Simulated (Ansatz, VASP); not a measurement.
# LiH: VASP beside Ansatz, part 2 of 2

One calculation is typed for both programs; each brings its own data sets and cutoff. How far apart do they land? The cell is taken from a series of VASP runs on this material, whose earlier steps may have relaxed, scaled or displaced it; both programs get it as it stands.

VASP 6.6.1 and Ansatz 0.2.0.

So far. Step 2 (VASP: band structure, PBE): The run ends at a pressure of -1.83 GPa. Step 5 (VASP: band structure, LDA): The run ends at a pressure of 0.14 GPa.

**6. Ansatz: band structure, LDA**

Level of this step: Ansatz beside VASP: Kohn-Sham DFT, plane waves, LDA (Ansatz).

The same cell, functional (in two slightly different forms), mesh and smearing now go to Ansatz, which takes its cutoff from its data sets.

The cell is taken from a series of VASP runs on this material, whose earlier steps may have relaxed, scaled or displaced it; both programs get it as it stands.

input.yaml reads:

```yaml
crystal:
  lattice:
    - [0.0, 1.9494644931, 1.9494644931]
    - [1.9494644931, 0.0, 1.9494644931]
    - [1.9494644931, 1.9494644931, 0.0]
  atoms:
    - { symbol: Li, position: [0.0, 0.0, 0.0] }
    - { symbol: H, position: [0.5, 0.5, 0.5] }
hamiltonian:
  xc: lda
  pseudopotentials: { kind: paw }
kpoints:
  mp_grid: { grid: [10, 10, 10] }
  band_path:
    path:
      - [0.0, 0.0, 0.0]
      - [0.16667, 0.0, 0.16667]
      - [0.33333, 0.0, 0.33333]
      - [0.5, 0.0, 0.5]
      - [0.5, 0.08333, 0.58333]
      - [0.5, 0.19444, 0.69444]
      - [0.5, 0.25, 0.75]
      - [0.45833, 0.29167, 0.75]
      - [0.40278, 0.34722, 0.75]
      - [0.375, 0.375, 0.75]
      - [0.20833, 0.20833, 0.41667]
      - [0.08333, 0.08333, 0.16667]
      - [0.0, 0.0, 0.0]
      - [0.22222, 0.22222, 0.22222]
      - [0.38889, 0.38889, 0.38889]
      - [0.51389, 0.47222, 0.51389]
      - [0.55556, 0.38889, 0.55556]
      - [0.61111, 0.27778, 0.61111]
      - [0.61111, 0.25, 0.63889]
      - [0.56944, 0.25, 0.68056]
      - [0.51389, 0.25, 0.73611]
      - [0.5, 0.27778, 0.72222]
      - [0.5, 0.38889, 0.61111]
      - [0.5, 0.47222, 0.52778]
      - [0.48611, 0.48611, 0.52778]
      - [0.43056, 0.43056, 0.63889]
      - [0.38889, 0.38889, 0.72222]
      - [0.59722, 0.19444, 0.59722]
      - [0.55556, 0.11111, 0.55556]
      - [0.5, 0.0, 0.5]
    npoints: 1
scf:
  occupations: { method: gaussian, width: 0.03 }
  n_extra_bands: 7
output:
  forces: true
  stress: true
  eigenvalues: true
```

Launch:

```bash
ansatz run input.yaml --threads 2 --pin off --max-ram 4608MiB --backend cpu --events-out ev --progress --plain --runs-dir out
```

What it wrote:

```text
[...]
Crystal: 2 atoms, lattice volume = 14.818 Å³
Basis set: ecut = 420 eV, 283 PW (Γ)
Bands: 9, of which v1, the nominal top of the filled ones, is band 2 counted from 1 (1 counted from 0)
Symmetry: 48 space group operations
[...]
k-points: 47 of 1000
[...]
Free energy (F): -218.214332 eV
[...]
Internal energy: -218.214332 eV  (E = F + TS)
E sigma→0 (E₀):  -218.214332 eV
Fermi energy:    2.453412 eV
[...]
--- Stress (GPa, compression-positive) ---
        0.317477      -0.000000      -0.000000
        0.000000       0.317477       0.000000
        0.000000      -0.000000       0.317477
  P = ⅓ Tr σ = 0.3175 GPa (3.175 kbar)
--- Band table (eV; the first three rows and the last of 47) ---
[...]
[key lines of the parts left out:]
SCF converged after 6 iterations
```

The job ended after 0.28 s (2 threads of Intel Xeon 6975P-C (Granite Rapids), shared host; peak memory 0.3 GiB; 0.43 s of CPU time).

**7. Comparison**

What differs besides the data sets and the points named for the pairs above, as far as they apply: the two LDA forms differ slightly; VASP's log shows a relativistic correction to its local exchange, Ansatz's none. Total energies have different zeros and are not compared.

Compared:

| quantity | Ansatz | VASP | difference |
| --- | --- | --- | --- |
| pressure (GPa) | 0.32 | 0.14 | +0.17 |
| pressure without Ansatz's Pulay correction (GPa) | 0.20 | 0.14 | +0.05 |
| gap over the path points (eV) | 2.531 | 2.523 | +0.008 |

Levels at points of the path, from each program's valence-band top (eV; 1 filled, then empty):

| k (reciprocal lattice) | Ansatz | VASP |
| --- | --- | --- |
| 0.000 0.000 0.000 | -5.87 17.24 18.24 | -5.87 17.23 18.25 |
| 0.167 0.000 0.167 | -5.19 13.96 14.89 | -5.20 13.95 14.89 |
| 0.333 0.000 0.333 | -3.01 7.44 11.84 | -3.01 7.44 11.84 |
| 0.500 0.000 0.500 | 0.00 2.53 10.79 | 0.00 2.52 10.79 |
| 0.500 0.083 0.583 | -0.08 2.80 9.06 | -0.08 2.79 9.06 |
| 0.500 0.194 0.694 | -0.27 4.00 6.13 | -0.28 3.99 6.12 |
| 0.500 0.250 0.750 | -0.31 4.95 4.95 | -0.31 4.94 4.94 |
| 0.458 0.292 0.750 | -0.42 4.28 5.97 | -0.42 4.27 5.96 |
| 0.403 0.347 0.750 | -0.61 3.80 7.33 | -0.61 3.80 7.33 |
| 0.375 0.375 0.750 | -0.64 3.74 7.56 | -0.64 3.74 7.56 |

Among the levels compared at these points, filled levels agree within 4 meV and empty ones within 17 meV. Ansatz's pressure holds a Pulay correction of 0.12 GPa; VASP's holds none.

**8. Ansatz: dielectric response, LDA**

The response to a field tests empty states and converges slowly with the mesh. The cell compared in this pair holds 16.90 Å³, against 14.82 Å³ for the pair before.

The cell is taken from a series of VASP runs on this material, whose earlier steps may have relaxed, scaled or displaced it; both programs get it as it stands.

input.yaml reads:

```yaml
crystal:
  lattice:
    - [0.0, 2.03675, 2.03675]
    - [2.03675, 0.0, 2.03675]
    - [2.03675, 2.03675, 0.0]
  atoms:
    - { symbol: Li, position: [0.0, 0.0, 0.0] }
    - { symbol: H, position: [0.5, 0.5, 0.5] }
hamiltonian:
  xc: lda
  pseudopotentials: { kind: paw }
kpoints:
  mp_grid: { grid: [12, 12, 12] }
scf:
  occupations: { method: fixed }
dielectric:
  method: response
```

What it wrote:

```text
[...]
Crystal: 2 atoms, lattice volume = 16.898 Å³
Basis set: ecut = 420 eV, 331 PW (Γ), exchange–correlation on 40×40×40 points (8 copies of the dense FFT grid, shifted against one another)
Bands: 6, of which v1, the nominal top of the filled ones, is band 2 counted from 1 (1 counted from 0)
Symmetry: 48 space group operations
k-points: 163 of 1728 (irreducible under 8 space group operations, time reversal used)
[...]
site 0:
         1.03464    0.00000    0.00000
         0.00000    1.03464   -0.00000
         0.00000    0.00000    1.03464
    site 1:
        -1.03464   -0.00000   -0.00000
        -0.00000   -1.03464    0.00000
        -0.00000   -0.00000   -1.03464
  Z* charge neutrality: 1.437e-4 e pre-enforcement
  solved inside a basis spanned on kpoints, on 12×12×12 k-points, its susceptibility summed on 16×16×16: ε∞ is read to err by 1.4e-2, Z* by 7.0e-3 e (field_mesh: kpoints solves on kpoints); Z* is corrected for what the basis lacks
[key lines of the parts left out:]
SCF converged after 6 iterations
Free energy (F): -218.187080 eV
Fermi energy:    0.468505 eV
```

It took 3.4 s on 2 threads; peak memory 0.41 GiB; 6.3 s of CPU time.

**9. VASP: dielectric response, LDA**

The same cell, functional (in two slightly different forms) and mesh now go to VASP, with its own data sets and cutoff.

INCAR reads:

```
SYSTEM = LiH
PREC = Accurate
ENCUT = 580
EDIFF = 1E-08
NELM = 100
ISMEAR = 0
SIGMA = 0.01
LREAL = .FALSE.
ALGO = Normal
GGA = CA
NBANDS = 8
LORBIT = 11
LWAVE = .FALSE.
LCHARG = .FALSE.
KPAR = 4
LEPSILON = .TRUE.
```

POSCAR reads:

```
LiH
1.0
    0.0000000000      2.0367500000      2.0367500000
    2.0367500000      0.0000000000      2.0367500000
    2.0367500000      2.0367500000      0.0000000000
Li H
1 1
Direct
    0.0000000000      0.0000000000      0.0000000000
    0.5000000000      0.5000000000      0.5000000000
```

KPOINTS reads:

```
Automatic mesh
0
Gamma
12 12 12
0 0 0
```

The projector-augmented-wave data sets are Li_sv and H (LDA family, release 64).

Launch:

```bash
mpirun -np 4 vasp_std
```

What it wrote:

```text
[... set-up lines as in an earlier step ...]
 entering main loop
       N       E                     dE             d eps       ncg     rms          rms(c)
DAV:   1    -0.246736245746E+01   -0.24674E+01   -0.15847E+03  1160   0.499E+02
DAV:   2    -0.667634316565E+01   -0.42090E+01   -0.42090E+01  1664   0.505E+01
DAV:   3    -0.672001712475E+01   -0.43674E-01   -0.43674E-01  1320   0.510E+00
DAV:   4    -0.672028832775E+01   -0.27120E-03   -0.27120E-03  1824   0.331E-01
[...]
DAV:  11    -0.646935496265E+01   -0.60086E-07   -0.84819E-08  1728   0.154E-03    0.462E-04
DAV:  12    -0.646935497540E+01   -0.12741E-07   -0.25047E-09  1168   0.462E-04    0.315E-04
DAV:  13    -0.646935497422E+01    0.11756E-08   -0.22912E-09   888   0.183E-04
   1 F= -.64693550E+01 E0= -.64693550E+01  d E =-.199592E-69
 Linear response reoptimize wavefunctions to high precision
DAV:   1    -0.646935497369E+01    0.52910E-09   -0.20217E-10  1184   0.980E-05
DAV:   2    -0.646935497369E+01   -0.14779E-11   -0.14700E-11   792   0.244E-05
 Linear response G [H, r] |phi>, progress :
  Direction:   1
[...]
RMM:   9    -0.190870358687E+00    0.26488E-05   -0.24607E-05  6236   0.615E-04    0.257E-05
RMM:  10    -0.190870951788E+00   -0.59310E-06   -0.15126E-05  5425   0.210E-04    0.456E-06
 change of polarisation eV/A/(eV/A) component  2 :    -0.039     0.347    -0.002
 dielectric tensor                  component  2 :    -0.417     4.717    -0.024
 Linear response to external field, progress :
  Direction:   3
       N       E                     dE             d eps       ncg     rms          rms(c)
RMM:   1    -0.157521388352E+00   -0.15752E+00   -0.28815E-01  5796   0.353E+00
RMM:   2    -0.176356305145E+00   -0.18835E-01   -0.90627E-03  5642   0.708E-01    0.522E-01
RMM:   3    -0.177418682731E+00   -0.10624E-02   -0.39132E-03  5776   0.355E-01    0.308E-01
RMM:   4    -0.189869842129E+00   -0.12451E-01   -0.23355E-03  5430   0.268E-01    0.204E-02
[...]
RMM:   8    -0.190873037703E+00    0.77308E-05   -0.33953E-05  6274   0.181E-03    0.592E-05
RMM:   9    -0.190870402039E+00    0.26357E-05   -0.24777E-05  6203   0.640E-04    0.289E-05
RMM:  10    -0.190871034104E+00   -0.63207E-06   -0.14854E-05  5614   0.247E-04    0.700E-06
 change of polarisation eV/A/(eV/A) component  3 :    -0.006    -0.022     0.347
 dielectric tensor                  component  3 :    -0.067    -0.238     4.717
 Born effective charges drift removed
```

From OUTCAR (step 9):

```text
  Total       -0.4464023     -0.4464023     -0.4464023      0.0000000      0.0000000      0.0000000
  in kB      -42.3246942    -42.3246942    -42.3246942      0.0000000      0.0000000      0.0000000
  external PRESSURE =     -42.3246942 kB  Pullay stress =       0.0000000 kB

 POSITION                                       TOTAL-FORCE (eV/Angst)
 -----------------------------------------------------------------------------------
      0.00000      0.00000      0.00000         0.000000     -0.000000      0.000000
      2.03675      2.03675      2.03675        -0.000000      0.000000     -0.000000
 -----------------------------------------------------------------------------------
    total drift:                                0.000000     -0.000000     -0.000000

 MACROSCOPIC STATIC DIELECTRIC TENSOR (including local field effects in DFT)
 ------------------------------------------------------
           4.716563    -0.000000    -0.000000
          -0.000000     4.716563    -0.000000
           0.000000    -0.000000     4.716563
 ------------------------------------------------------

[... 1 part as in an earlier step ...]

[... 1 further part left out ...]
```

Energies printed during the response cycles are not total energies of the cell.

**10. Differences**

What differs besides the data sets and the points named for the pairs above, as far as they apply: VASP's response is taken on the typed mesh, Ansatz refines its own for the field response alone. Total energies have different zeros and are not compared.

Compared:

| quantity | Ansatz | VASP | difference |
| --- | --- | --- | --- |
| ε∞ xx | 4.70 | 4.72 | -0.43 % |
| ε∞ yy | 4.70 | 4.72 | -0.43 % |
| ε∞ zz | 4.70 | 4.72 | -0.43 % |
| Born charge of Li1 (mean of the diagonal) (e) | 1.03 | 1.04 | 0.00 |
| Born charge of H2 (mean of the diagonal) (e) | -1.03 | -1.04 | 0.00 |

**11. Results**

| Property | Result |
| --- | --- |
| difference in gap over the path points (band structure, PBE) | 0.0074 eV |
| difference in gap over the path points (band structure, LDA) | 0.0081 eV |
| difference in ε∞ xx (dielectric response, LDA) | -0.43 % |

**Reading.** The difference in gap over the path points is 0.0081 eV (band structure, LDA), within the 0.08 eV picked in this series as the mark of a large difference. 1 further run of this series is not shown here. How closely two codes agree says nothing of how well the functional describes the real material.

[Lines on the potential files, build, host, timing and source positions are cut from VASP's logs without a mark.]

[Logs are printed without paths, hosts, clocks, repeated set-up lines and the standing remarks that a program may print on its own settings, such as how far it seeks lower states.]

[Hosts, paths, dates, database ids (printed as entryN), source tags and the programs' standing remarks are cut or masked in the printed files.]
